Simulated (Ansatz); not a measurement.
# AlN: the cost of one run

Program: Ansatz 0.2.0. Level of theory: DFT PBE, scalar-relativistic, plane waves, PAW. These are calculated values, not measurements.

## Step 1: The structure to begin with

Symmetry: Pmma, No. 51, orthorhombic system. Conventional cell: a = 5.874 Å, b = 3.345 Å, c = 3.167 Å, α = 90.00°, β = 90.00°, γ = 90.00°. Al (site symmetry mm2) is surrounded by 4 N at 1.85 to 1.91 Å. Al (site symmetry 2/m) has 4 N at 1.67 to 1.85 Å as nearest neighbours. N (site symmetry mm2) has 4 Al at 1.85 to 1.91 Å as nearest neighbours. Around N (site symmetry 2/m) lie 4 Al at 1.67 to 1.85 Å.

As a file:

```
Al N
1.0
     5.87419    0.00000    0.00000
     0.00000    3.34469    0.00000
     0.00000    0.00000    3.16697
Al N
4 4
Direct
  0.75000 0.00000 0.35541
  0.00000 0.50000 0.00000
  0.25000 0.00000 0.64459
  0.50000 0.50000 0.00000
  0.75000 0.50000 0.64459
  0.00000 0.00000 0.00000
  0.25000 0.50000 0.35541
  0.50000 0.00000 0.00000
```

A structure generator made this guess: 4-connected net, two elements alternating (Pmma, No. 51). Its size is a rough estimate.

## Step 2: Probe: one point on a coarse mesh

The input, input.yaml:

```yaml
crystal:
  lattice:
    - [5.87419477, 0.0, 0.0]
    - [0.0, 3.34468975, 0.0]
    - [0.0, 0.0, 3.1669678]
  atoms:
    - { symbol: Al, position: [0.75, 0.0, 0.35540738] }
    - { symbol: Al, position: [0.0, 0.5, 0.0] }
    - { symbol: Al, position: [0.25, 0.0, 0.64459262] }
    - { symbol: Al, position: [0.5, 0.5, 0.0] }
    - { symbol: "N", position: [0.75, 0.5, 0.64459262] }
    - { symbol: "N", position: [0.0, 0.0, 0.0] }
    - { symbol: "N", position: [0.25, 0.5, 0.35540738] }
    - { symbol: "N", position: [0.5, 0.0, 0.0] }
basis:
  ecutwfc: 420
kpoints:
  mp_grid: { grid: [4, 6, 6] }
hamiltonian:
  xc: pbe
scf:
  occupations: { method: gaussian, width: 0.1 }
  lower_state_search: "off"
output:
  forces: true
  stress: true
  eigenvalues: true
```

Command:

```
$ ansatz run input.yaml --threads 1 --pin off --max-ram 2560MiB --backend cpu --events-out ev --progress --plain --runs-dir out
```

Q: Estimate wall time and peak memory on 1 thread of AMD EPYC 7R43 (Zen 3), shared host.

About 7.1 s, with a peak of 0.39 GiB.
